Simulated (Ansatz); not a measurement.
HfO₂ (P2_1/c) from a database of computed structures, relaxed with r2SCAN in Ansatz: space group P2_1/c (No. 14), monoclinic; conventional cell a = 5.114 Å, b = 5.181 Å, c = 5.295 Å, β = 99.5°, 11.53 Å³ an atom. Around Hf lie 7 O at 2.04–2.25 Å; around O lie 4 Hf at 2.14–2.25 Å; around O lie 3 Hf at 2.04–2.14 Å. It was then strained (uniaxial along z, other directions held), atoms relaxed again within the symmetry left. Unstrained, HSE06 gives 5.688 eV (Γ → Y₂, 4×4×4 mesh), and the band edges keep their places in every row. Stress is positive in compression. No spin polarisation and no zero-point or thermal motion.

Axes as in this cell:
```yaml
crystal:
  lattice:
    - [5.11386, 0.00000, 0.00476]
    - [0.00000, 5.18141, 0.00000]
    - [-0.87469, 0.00000, 5.22228]
  atoms:
    - { symbol: Hf, position: [0.27619, 0.45818, 0.70819] }
    - { symbol: Hf, position: [0.72381, 0.95818, 0.79181] }
    - { symbol: Hf, position: [0.72381, 0.54182, 0.29181] }
    - { symbol: Hf, position: [0.27619, 0.04182, 0.20819] }
    - { symbol: O, position: [0.44793, 0.74232, 0.97851] }
    - { symbol: O, position: [0.55207, 0.24232, 0.52149] }
    - { symbol: O, position: [0.55207, 0.25768, 0.02149] }
    - { symbol: O, position: [0.44793, 0.75768, 0.47851] }
    - { symbol: O, position: [0.07015, 0.33387, 0.34395] }
    - { symbol: O, position: [0.92985, 0.83387, 0.15605] }
    - { symbol: O, position: [0.92985, 0.66613, 0.65605] }
    - { symbol: O, position: [0.07015, 0.16613, 0.84395] }
```

```
strain (%)        ε  ΔE_g, HSE06 (eV)  Δσ_zz, r2SCAN (GPa)
      -2.0  -0.0200            +0.065                +5.29
      -1.0  -0.0100            +0.013                +2.70
      +2.0  +0.0200            +0.052                -5.95
      +3.0  +0.0300            +0.093                -8.94
```

Question: Fit ΔE_g = a x + b x² to these rows by least squares, with x = ε.

Answer: The normal equations take Σx² = 1.800e-03, Σx³ = 2.600e-05, Σx⁴ = 1.140e-06, ΣxΔE = 2.400e-03 and Σx²ΔE = 1.318e-04, and give a = -0.50 eV, b = +127.1 eV; the largest residual is 0.011 eV.

Question: Fit the change of σ_zz in the same way.

Answer: Δσ_zz = -278.9 x + (-692) x² GPa. The slope, 279 GPa, is C₃₃ in these axes.

Question: Predict the withheld row at +1.0 % (x = +0.0100).

Answer: ΔE_g ≈ -0.50 × (+0.0100) + (127.1) × (+0.0100)² = +0.008 eV, and Δσ_zz ≈ -2.86 GPa. The runs give +0.017 eV and -2.90 GPa, off by +0.009 eV and -0.04 GPa.

Spin-orbit coupling is left out, which matters wherever the heavy atoms make up the band edges.
